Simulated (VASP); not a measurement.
Input of a VASP 6.6.1 run:

File INCAR:

```
SYSTEM = Si2Mo
PREC = Accurate
ENCUT = 550
EDIFF = 1E-6
ISMEAR = 0
SIGMA = 0.05
LREAL = .False.
LASPH = .True.
NELM = 80
ALGO = Normal
ISIF = 2
LWAVE = .False.
LCHARG = .False.
GGA = PS
NBANDS = 18
```

KPOINTS

```
Automatic mesh
0
Gamma
  12 12 12
  0 0 0
```

File POSCAR:

```
Si2Mo
1.0
   -1.6000000000      1.6000000000      3.9305000000
    1.6000000000     -1.6000000000      3.9305000000
    1.6000000000      1.6000000000     -3.9305000000
Mo Si
1 2
Cartesian
    0.0000000000      0.0000000000      0.0000000000
    0.0000000000      0.0000000000      5.2432870000
    0.0000000000      0.0000000000      2.6177130000
```

Potentials or basis: VASP PAW PBE potentials, release 64 (Mo_sv_GW, Si_GW).

Run with:

```bash
$ cat potpaw_PBE.64/Mo_sv_GW/POTCAR potpaw_PBE.64/Si_GW/POTCAR > POTCAR
$ mpirun -np 1 vasp_std > vasp.out
```

Problem. Estimate the pressure.

Solution. -2.9 GPa.

Problem. What does it give for the band gap on the k mesh?

Solution. None (metal or under the smearing width).

Stress tensor (GPa, compression positive):
```
-2.53  0.00  0.00
 0.00 -2.53  0.00
 0.00  0.00 -3.74
```

Caveat: the PAW data sets were made with another functional, which shifts forces and pressure a little.
